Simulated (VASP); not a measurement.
Set up this calculation in VASP 6.6.1, as the native input.

```
Task                   : single point
Functional             : PBE
Potentials or basis    : VASP PAW PBE potentials, release 64 (Pb_d, Te)
Cutoff                 : 520 eV
k mesh                 : 7 × 7 × 7
Occupations            : gaussian, width 0.012 eV
Spin                   : no spin polarisation
Further INCAR settings : ALGO = Normal; EDIFF = 1e-06; NBANDS = 17
```

The structure of TePb lies in POSCAR:

```
TePb
1.0
    0.0000000000      3.2310000000      3.2310000000
    3.2310000000      0.0000000000      3.2310000000
    3.2310000000      3.2310000000      0.0000000000
Pb Te
1 1
Direct
    0.0000000000      0.0000000000      0.0000000000
    0.5000000000      0.5000000000      0.5000000000
```

The input as run:

INCAR

```
SYSTEM = TePb
  PREC = Accurate
  ENCUT = 520
  EDIFF = 1E-6
  ISMEAR = 0
  SIGMA = 0.012
  LREAL = .FALSE.
  LASPH = .TRUE.
  NELM = 100
  ALGO = Normal
  ISIF = 2
  LWAVE = .FALSE.
  LCHARG = .TRUE.
  GGA = PE
  LELF = .TRUE.
  LVHAR = .TRUE.
  NBANDS = 17
```

KPOINTS

```
Automatic mesh
0
G
  7 7 7
  0 0 0
```

Potentials or basis: VASP PAW PBE potentials, release 64 (Pb_d, Te).

Launch:

```console
$ cat potpaw_PBE.64/Pb_d/POTCAR potpaw_PBE.64/Te/POTCAR > POTCAR
$ mpirun -np 1 vasp_std > vasp.out
```

It gave:

```yaml
Pressure: 2.1 GPa
```

It took 17 s on 1 thread of AMD EPYC 9R45 (Zen 5), with other jobs on the host, peak memory 0.17 GiB.
